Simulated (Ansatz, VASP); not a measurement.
**Ru: VASP beside Ansatz**

```xyz
2
Lattice="1.6399 0.9468 3.0409 -1.6399 0.9468 3.0409 0.0000 -1.8936 3.0409" Properties=species:S:1:pos:R:3 pbc="T T T"
Ru    0.0000    0.0000    2.0758
Ru    0.0000    0.0000    7.0470
```

Alike in both runs: task single point; functional r2SCAN; k mesh 6 × 6 × 6; occupations gaussian, width 0.1 eV; no spin polarisation.

```csv
,VASP,Ansatz
version,VASP 6.6.1,Ansatz 0.2.0
potentials or method,"VASP PAW PBE potentials, release 64 (Ru_pv)","scalar-relativistic, plane waves, PAW"
plane-wave cutoff (eV),520,500
valence electrons in the cell,28,32
```

|  | VASP | Ansatz | Ansatz less VASP |
| --- | --- | --- | --- |
| gap on the k mesh at the Fermi level (eV) | none | none | - |
| rms of the force components (eV/Å) | 2.123 | 1.964 | -0.1590 |

Atom by atom the forces differ by 0.159 eV/Å (rms over components). A gap of «none» marks a metal or a gap that the smearing closes. The two sets of potentials don't hold the same shells in valence.

Caveats: the k mesh is coarse (spacing up to 0.39 Å⁻¹), so the values aren't converged; the PAW data sets were made with another functional, which shifts forces and pressure a little (VASP).
